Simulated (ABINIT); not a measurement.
# Mo (Im-3m) in ABINIT: a series of runs, part 2 of 2

ABINIT 10.8.3 (patched build). The steps go on from the part before.

### Step 3. Band structure, BP86, spin-orbit coupling, no magnetisation

run.abi reads:

```
# Datasets: ground state, then fixed potential
ndtset 2

# Pseudopotentials
pp_dirpath "./"
pseudos "Mo.GGA_PBE-JTH.xml"

# Structure
acell 3*1.0
rprim
    -2.9929651906     2.9929651906     2.9929651906
     2.9929651906    -2.9929651906     2.9929651906
     2.9929651906     2.9929651906    -2.9929651906
ntypat 1
znucl 42
natom 1
typat 1
xcart
     0.0000000000     0.0000000000     0.0000000000 Angstrom

# Plane-wave basis
ecut 15.0
pawecutdg 30.0

# Exchange and correlation
ixc -106132

# Bands and occupations
occopt 3
tsmear 0.05 eV

# Spin
nspinor 2
nspden 1
pawspnorb 1

# SCF cycle
nstep 100

# Output
iomode 3
prtwf 0
prteig 0
prtebands 0
prtden1 1
prtvha1 1
prtvclmb1 1
prtpot1 1

# Dataset 1
kptopt1 4
ngkpt1 12 12 12
nshiftk1 1
shiftk1 0.0 0.0 0.0
nband1 22
tolvrs1 1.0e-9

# Dataset 2: bands along G-H-N-G-P-H
iscf2 -2
getden2 1
nband2 34
nbdbuf2 8
tolwfr2 1.0e-11
kptopt2 -5
ndivsm2 8
prteig2 1
kptbounds2
     0.0000000000     0.0000000000     0.0000000000
     0.5000000000    -0.5000000000     0.5000000000
     0.0000000000     0.0000000000     0.5000000000
     0.0000000000     0.0000000000     0.0000000000
     0.2500000000     0.2500000000     0.2500000000
     0.5000000000    -0.5000000000     0.5000000000
```

Potentials or basis: JTH PAW PBE v2.0.

Launch:

```console
$ abinit run.abi > log 2>&1
```

run.abo:

```text
.Version 10.8.3 of ABINIT
 DATASET    1 : space group I4 3 2 (#211); Bravais cI (body-center cubic)
================================================================================
 Values of the parameters that define the memory need for DATASET  1.
     intxc =       0    ionmov =       0      iscf =      17    lmnmax =      18
     lnmax =       6     mgfft =      20  mpssoang =       3    mqgrid =    3001
     natom =       1  nloc_mem =       2    nspden =       1   nspinor =       2
    nsppol =       1      nsym =      24    n1xccc =       1    ntypat =       1
    occopt =       3   xclevel =       2
       mpw =         321          nfft =        8000          nkpt =          88
 PAW method is used; the additional fine FFT grid is defined by:
   mgfftf=        27    nfftf =     19683
================================================================================
================================================================================

 DATASET    2 : space group I4 3 2 (#211); Bravais cI (body-center cubic)
================================================================================
 Values of the parameters that define the memory need for DATASET  2.
     intxc =       0    ionmov =       0      iscf =      -2    lmnmax =      18
     lnmax =       6     mgfft =      20  mpssoang =       3    mqgrid =    3001
     natom =       1  nloc_mem =       2    nspden =       1   nspinor =       2
    nsppol =       1      nsym =      24    n1xccc =       1    ntypat =       1
    occopt =       3   xclevel =       2
       mpw =         321          nfft =        8000          nkpt =          48
 PAW method is used; the additional fine FFT grid is defined by:
   mgfftf=        27    nfftf =     19683
================================================================================
================================================================================

--------------------------------------------------------------------------------
------------- Echo of variables that govern the present computation ------------
--------------------------------------------------------------------------------
 -outvars: echo values of preprocessed input variables --------
[... 901 lines left out ...]

 Mean square residual over all n,k,spin=   41.643E-13; max=  99.955E-13
 reduced coordinates (array xred) for    1 atoms
       0.000000000000      0.000000000000      0.000000000000

 cartesian coordinates (angstrom) at end:
    1      0.00000000000000     0.00000000000000     0.00000000000000
 length scales=  1.000000000000  1.000000000000  1.000000000000 bohr
              =  0.529177210544  0.529177210544  0.529177210544 angstroms
 Eigenvalues (hartree) for nkpt=  48  k points:
 kpt#   1, nband= 34, wtk=  1.00000, kpt=  0.0000  0.0000  0.0000 (reduced coord)
  -1.76198   -1.76198   -0.84295   -0.84295   -0.74974   -0.74974   -0.74974   -0.74974
   0.22934    0.22934    0.43985    0.43985    0.43985    0.43985    0.44495    0.44495
   0.55086    0.55086    0.55086    0.55086    1.04503    1.04503    1.04503    1.04503
   1.04503    1.04503    1.45397    1.45397    1.45397    1.45397    1.56026    1.56027
   1.59156    1.59156
 kpt#   2, nband= 34, wtk=  1.00000, kpt=  0.0455 -0.0455  0.0455 (reduced coord)
  -1.76162   -1.76162   -0.84375   -0.84375   -0.75102   -0.75102   -0.75043   -0.75043
   0.23597    0.23597    0.43944    0.43944    0.44113    0.44113    0.44619    0.44619
   0.54229    0.54229    0.55387    0.55387    1.05200    1.05200    1.05607    1.05607
   1.05614    1.05614    1.38361    1.38361    1.46625    1.46625    1.55864    1.55864
   1.58170    1.58170
 kpt#   3, nband= 34, wtk=  1.00000, kpt=  0.0909 -0.0909  0.0909 (reduced coord)
  -1.76058   -1.76058   -0.84603   -0.84603   -0.75460   -0.75460   -0.75248   -0.75248
   0.25496    0.25496    0.43900    0.43900    0.44207    0.44207    0.45353    0.45353
   0.51908    0.51908    0.56242    0.56242    1.07045    1.07045    1.08760    1.08760
   1.08792    1.08792    1.27622    1.27622    1.50289    1.50289    1.52470    1.52470
[... 257 lines left out ...]
   1.22793    1.22793    1.22858    1.22858    1.25807    1.25807    1.39773    1.39773
   1.71507    1.71508
 kpt#  47, nband= 34, wtk=  1.00000, kpt=  0.4750 -0.4250  0.4750 (reduced coord)
  -1.74678   -1.74678   -0.87215   -0.87215   -0.78575   -0.78575   -0.78453   -0.78453
   0.30147    0.30147    0.30157    0.30157    0.60528    0.60528    0.62618    0.62618
   0.63089    0.63089    0.81353    0.81353    0.83874    0.83874    0.84390    0.84390
   1.21043    1.21043    1.24156    1.24156    1.24173    1.24173    1.37365    1.37365
   1.80050    1.80249
 kpt#  48, nband= 34, wtk=  1.00000, kpt=  0.5000 -0.5000  0.5000 (reduced coord)
  -1.74655   -1.74655   -0.87251   -0.87251   -0.78557   -0.78557   -0.78557   -0.78557
   0.29735    0.29735    0.29735    0.29735    0.63103    0.63103    0.63103    0.63103
   0.63862    0.63862    0.80305    0.80305    0.83257    0.83257    0.83257    0.83257
   1.19295    1.19295    1.24698    1.24698    1.24698    1.24698    1.36550    1.36550
   1.83393    1.84273

== END DATASET(S) ==============================================================
================================================================================

 -outvars: echo values of variables after computation  --------
            acell      1.0000000000E+00  1.0000000000E+00  1.0000000000E+00 Bohr
           etotal1    -6.8876300130E+01
            fcart1    -0.0000000000E+00 -0.0000000000E+00 -0.0000000000E+00
            rprim     -2.9929651906E+00  2.9929651906E+00  2.9929651906E+00
                       2.9929651906E+00 -2.9929651906E+00  2.9929651906E+00
                       2.9929651906E+00  2.9929651906E+00 -2.9929651906E+00
           strten1     1.4711921266E-05  1.4711921266E-05  1.4711921266E-05
                       0.0000000000E+00  0.0000000000E+00  0.0000000000E+00
 Calculation completed.
```

Run time: 45 s. Hardware: 1 thread of Intel Xeon at 2.70GHz, shared host; peak memory 0.11 GiB.

What came out:

```
Free energy                                           : -1874.2196 eV
Pressure                                              : -0.4 GPa
Band gap on the k mesh                                : none (metal or under the smearing width)
Valence electrons inside the program's atomic spheres : Mo 11.31 (radii [1.1681] Å)
```

Levels at the corners of the path, in eV from the Fermi level:
```
point  band 12  band 13  band 14  band 15  band 16  band 17
    Γ    -1.36    -1.36    -1.36    -1.22    -1.22     1.66
    H    -5.24     3.84     3.84     3.84     3.84     4.05
    N    -3.29     1.66     1.66     1.68     1.68     2.28
    Γ    -1.36    -1.36    -1.36    -1.22    -1.22     1.66
    P    -2.48    -2.48    -2.48     2.40     2.40     2.40
    H    -5.24     3.84     3.84     3.84     3.84     4.05
```

Caveat: the PAW data sets were made with another functional, which shifts forces and pressure a little.

### Step 4. Band structure, PBE

run.abi reads:

```
# Datasets: ground state, then fixed potential
ndtset 2

# Pseudopotentials
pp_dirpath "./"
pseudos "Mo_ONCV_PBE-1.2.upf"

# Structure
acell 2.7432376088 2.7432376088 2.7432376088 Angstrom
rprim
    -0.5773502692     0.5773502692     0.5773502692
     0.5773502692    -0.5773502692     0.5773502692
     0.5773502692     0.5773502692    -0.5773502692
ntypat 1
znucl 42
natom 1
typat 1
xred
     0.0000000000     0.0000000000     0.0000000000

# Plane-wave basis
ecut 40.0

# Exchange and correlation
ixc 11

# Bands and occupations
occopt 3
tsmear 0.05 eV

# SCF cycle
nstep 100

# Output
iomode 3
prtwf 0
prteig 0
prtebands 0
enunit 1
prtden1 1
prtvha1 1
prtvclmb1 1
prtpot1 1
prtelf1 1

# Dataset 1
kptopt1 1
ngkpt1 12 12 12
nshiftk1 1
shiftk1 0.0 0.0 0.0
nband1 11
tolvrs1 1.0e-10

# Dataset 2: bands along G-H-N-G-P-H
iscf2 -2
getden2 1
nband2 17
nbdbuf2 4
tolwfr2 1.0e-11
kptopt2 -5
ndivsm2 8
prteig2 1
kptbounds2
     0.0000000000     0.0000000000     0.0000000000
     0.5000000000    -0.5000000000     0.5000000000
     0.0000000000     0.0000000000     0.5000000000
     0.0000000000     0.0000000000     0.0000000000
     0.2500000000     0.2500000000     0.2500000000
     0.5000000000    -0.5000000000     0.5000000000
```

Potentials or basis: SG15 NC PBE v1.2.

Launch:

```console
$ abinit run.abi > log 2>&1
```

run.abo:

```text
.Version 10.8.3 of ABINIT
 DATASET    1 : space group Im -3 m (#229); Bravais cI (body-center cubic)
================================================================================
 Values of the parameters that define the memory need for DATASET  1.
     intxc =       0    ionmov =       0      iscf =       7    lmnmax =       6
     lnmax =       6     mgfft =      30  mpssoang =       3    mqgrid =    3001
     natom =       1  nloc_mem =       1    nspden =       1   nspinor =       1
    nsppol =       1      nsym =      48    n1xccc =       0    ntypat =       1
    occopt =       3   xclevel =       2
       mpw =        1312          nfft =       27000          nkpt =          72
================================================================================
================================================================================

 DATASET    2 : space group Im -3 m (#229); Bravais cI (body-center cubic)
================================================================================
 Values of the parameters that define the memory need for DATASET  2.
     intxc =       0    ionmov =       0      iscf =      -2    lmnmax =       6
     lnmax =       6     mgfft =      30  mpssoang =       3    mqgrid =    3001
     natom =       1  nloc_mem =       1    nspden =       1   nspinor =       1
    nsppol =       1      nsym =      48    n1xccc =       0    ntypat =       1
[... 642 lines left out ...]
 -46.24870  -19.60863  -19.58674  -19.58674    8.01617   13.66800   13.66800   13.75860
  16.40924   16.72581   30.27313   30.39151   30.39151   39.22965   41.41548   44.40630
  44.40643
 kpt#   3, nband= 17, wtk=  1.00000, kpt=  0.0909 -0.0909  0.0909 (reduced coord)
 -46.22041  -19.71901  -19.63913  -19.63913    8.53123   13.65662   13.65662   13.99457
  15.77388   16.95982   30.74892   31.24278   31.24278   36.35150   42.42808   43.45623
  43.45623
 kpt#   4, nband= 17, wtk=  1.00000, kpt=  0.1364 -0.1364  0.1364 (reduced coord)
 -46.17664  -19.87639  -19.72234  -19.72234    9.30558   13.69873   13.69873   14.37922
  14.88503   17.30296   31.38859   32.49937   32.49937   33.69920   41.89675   41.89675
  44.08163
 kpt#   5, nband= 17, wtk=  1.00000, kpt=  0.1818 -0.1818  0.1818 (reduced coord)
[... 161 lines left out ...]
  17.95082   25.10687   25.10687   25.30655   34.51667   34.51667   37.43404   40.86743
  46.28166
 kpt#  46, nband= 17, wtk=  1.00000, kpt=  0.4500 -0.3500  0.4500 (reduced coord)
 -45.86119  -20.50336  -20.50336  -20.32676   10.13725   10.13725   16.56049   18.38811
  18.38811   24.62866   24.62866   25.00299   34.85629   34.85629   36.07951   39.68481
  48.39363
 kpt#  47, nband= 17, wtk=  1.00000, kpt=  0.4750 -0.4250  0.4750 (reduced coord)
 -45.84310  -20.49134  -20.49134  -20.44461    9.80484    9.80484   18.14420   18.74782
  18.74782   24.19229   24.19229   24.41092   34.81865   35.19024   35.19024   39.05479
  50.61935
 kpt#  48, nband= 17, wtk=  1.00000, kpt=  0.5000 -0.5000  0.5000 (reduced coord)
 -45.83666  -20.48678  -20.48678  -20.48678    9.69033    9.69033   18.89240   18.89240
  18.89240   24.01322   24.01322   24.01322   34.35433   35.32536   35.32536   38.84145
  51.71502

== END DATASET(S) ==============================================================
================================================================================

 -outvars: echo values of variables after computation  --------
            acell      5.1839677789E+00  5.1839677789E+00  5.1839677789E+00 Bohr
           etotal1    -6.8579808841E+01
            fcart1    -0.0000000000E+00 -0.0000000000E+00 -0.0000000000E+00
            rprim     -5.7735026920E-01  5.7735026920E-01  5.7735026920E-01
                       5.7735026920E-01 -5.7735026920E-01  5.7735026920E-01
                       5.7735026920E-01  5.7735026920E-01 -5.7735026920E-01
           strten1     6.7200147895E-05  6.7200147895E-05  6.7200147895E-05
                       0.0000000000E+00  0.0000000000E+00  0.0000000000E+00
 Calculation completed.
```

Wall time 29 s (1 thread of Intel Xeon at 2.70GHz, shared host); peak memory 0.11 GiB.

Results:

- Free energy: -1866.1517 eV
- Pressure: -2.0 GPa
- Band gap on the k mesh: none (metal or under the smearing width)
- Valence electrons inside the program's atomic spheres: Mo 10.49 (radii [1.0584] Å)

Levels at the corners of the path, in eV from the Fermi level:
```csv
point,band 4,band 5,band 6,band 7,band 8,band 9,band 10,band 11
Γ,-34.54,-7.14,-1.29,-1.29,-1.29,1.67,1.67,15.12
H,-35.46,-5.28,-5.28,3.92,3.92,3.92,9.04,9.04
N,-34.55,-5.19,-3.29,1.60,1.69,2.30,4.66,11.39
Γ,-34.54,-7.14,-1.29,-1.29,-1.29,1.67,1.67,15.12
P,-35.22,-2.55,-2.55,-2.55,2.42,2.42,9.54,11.42
H,-35.46,-5.28,-5.28,3.92,3.92,3.92,9.04,9.04
```

### Step 5. Equation of state, LDA

run.abi reads:

```
ndtset 7
getwfk -1
scalecart1 3*0.9795861087
scalecart2 3*0.9864848297
scalecart3 3*0.9932883884
scalecart4 3*1.0000000000
scalecart5 3*1.0066227096
scalecart6 3*1.0131594038
scalecart7 3*1.0196128224

pp_dirpath "./"
pseudos "Mo.LDA_PW-JTH.xml"

acell 3*1.0 Angstrom
rprim
    -1.5838089719     1.5838089719     1.5838089719
     1.5838089719    -1.5838089719     1.5838089719
     1.5838089719     1.5838089719    -1.5838089719
ntypat 1
znucl 42
natom 1
typat 1
xred
     0.0000000000     0.0000000000     0.0000000000

ecut 21.0
pawecutdg 42.0

kptopt 1
ngkpt 12 12 12
nshiftk 1
shiftk 0.0 0.0 0.0

ixc 7

nband 11
occopt 3
tsmear 0.05 eV

nstep 100
tolvrs 1.0e-9

iomode 3
prtwf 1
prtden 0
prteig 0
prtebands 0
enunit 1
```

Potentials or basis: JTH PAW LDA v2.0.

Launch:

```console
$ abinit run.abi > log 2>&1
```

Wall time 50 s (1 thread of Intel Xeon at 2.70GHz, shared host); peak memory 0.12 GiB.

Results (log left out):

* Equilibrium volume: 15.08 Å³/atom
* Bulk modulus: 296 GPa
* Pressure derivative of the bulk modulus: 4.3

Energy against volume, from the lowest point:
```csv
volume (Å³/atom),energy (meV/atom)
14.938,0.00
15.256,0.76
15.574,13.05
15.892,35.80
16.209,67.86
16.527,108.25
16.845,156.06
```

Caveat: pressures at fixed basis lie under the slope of the energies.

### Step 6. Overview

| task | level | potentials or basis | spin | cutoff (eV) | dispersion computed by | fine-grid cutoff | gap on the mesh (eV) | pressure (GPa) | V0 of scaled cells (Å³/atom) | B0 (GPa) |
| --- | --- | --- | --- | --- | --- | --- | --- | --- | --- | --- |
| equation of state | RPBE+D4 | JTH PAW PBE v2.0 | off | 408 | dftd4 4.3.1 | 816.342 eV | - | - | 15.35 | 279 |
| band structure | BP86 | JTH PAW PBE v2.0 | SOC, no magnetisation | 408 | - | 816.342 eV | none | -0.4 | - | - |
| band structure | PBE | SG15 NC PBE v1.2 | off | 1088 | - | - | none | -2.0 | - | - |
| equation of state | LDA | JTH PAW LDA v2.0 | off | 571 | - | 1142.88 eV | - | - | 15.08 | 296 |

Alike in all rows: cell as given; k mesh 12 × 12 × 12; smearing fermi-dirac 0.05 eV.

Caveats: pressures at fixed basis lie under the slope of the energies (some runs); the PAW data sets were made with another functional, which shifts forces and pressure a little (some runs).

Absolute energies hang on the potentials; compare differences alone.
